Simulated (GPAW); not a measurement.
Crystal: WC.

```xyz
2
Lattice="0.0000 2.1927 2.1927 2.1927 0.0000 2.1927 2.1927 2.1927 0.0000" Properties=species:S:1:pos:R:3 pbc="T T T"
W     0.0000    0.0000    0.0000
C     2.1927    2.1927    2.1927
```

Measurements of this composition are mostly on another form, of space group No. 187.

```yaml
Program: GPAW 26.7.0
Task: single point
Functional: PBEsol
Potentials_or_basis: PAW data sets generated in the run's folder for this functional
Cutoff: 800 eV
Basis: pw
k_mesh: 10 × 10 × 10
Occupations: fermi-dirac, width 0.05 eV
Spin: no spin polarisation
```

On this cell: pressure -10.8 GPa; largest force zero by symmetry; band gap on the k mesh none (metal or under the smearing width).

The same run follows on a disturbed copy (atoms moved at random, drawn with an rms of 0.05 Å):

```
W C
1.0
     0.00000    2.19268    2.19268
     2.19268    0.00000    2.19268
     2.19268    2.19268    0.00000
W C
1 1
Direct
  0.98258 0.99518 0.00280
  0.51745 0.50594 0.48678
```

Problem. What does the disturbed cell give?

Solution. The energy (extrapolated to zero smearing) moves by +19.2 meV/atom; pressure -8.9 GPa; largest force 0.704 eV/Å; band gap on the k mesh none (metal or under the smearing width).

Forces in eV/Å, atoms in the order of the input:
```
W   -0.076  0.277  0.643
C    0.076 -0.277 -0.643
```

Stress tensor (GPa, compression positive):
```
-10.83  -0.01   0.00
 -0.01 -10.02   0.00
  0.00   0.00  -5.75
```
